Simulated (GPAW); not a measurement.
Here is a GPAW 26.7.0 calculation.

run.py

```python
from ase import Atoms
from ase.dft.bandgap import bandgap
from ase.io import write
from ase.units import GPa
from gpaw import GPAW, PW

atoms = Atoms(['N', 'B'],
              cell=[[0.0, 3.49531583, 2.16609124],
                    [1.2516321, 0.0, 2.16609124],
                    [1.2516321, 3.49531583, 0.0]],
              scaled_positions=[[0.66665134, 0.66665134, 0.33334866],
                                [0.00004865, 0.00004865, 0.99995135]],
              pbc=True)

calc = GPAW(mode=PW(600),
            xc='PBE',
            kpts={'size': (10, 10, 10), 'gamma': True},
            occupations={'name': 'fermi-dirac', 'width': 0.05},
            nbands=11,
            maxiter=120,
            txt='gpaw.txt')
atoms.calc = calc
energy = atoms.get_potential_energy()
forces = atoms.get_forces()
stress = atoms.get_stress()
calc.write('gs.gpw')
write('result.traj', atoms)
print(f'Energy: {energy:.6f} eV')
print('Forces (eV/A):')
print(forces.round(4))
print('Stress (GPa):', (stress / GPa).round(3))
print('Fermi level:', round(calc.get_fermi_level(), 4), 'eV')
print(f'Gap: {bandgap(calc)[0]:.4f} eV, direct: {bandgap(calc, direct=True)[0]:.4f} eV')
```

Potentials or basis: GPAW PAW data sets (gpaw-data 1.2.1), pw.

Run with:

```sh
$ OMP_NUM_THREADS=1 python run.py
```

**Question.** What does it give for the pressure?

**Answer.** -4.5 GPa.

**Question.** Predict the band gap on the k mesh.

**Answer.** 3.90 eV, indirect (least direct gap 4.74 eV).

Forces in eV/Å, atoms in the order of the input:
```
N    0.000  0.000 -0.010
B    0.000  0.000  0.010
```

Caveat: the cutoff is short for stress and forces, so pressures can be off by a GPa or more; the program warned that so skewed a cell can give wrong results. Expect the measured gap to be larger: semilocal functionals such as PBE lack the derivative discontinuity.
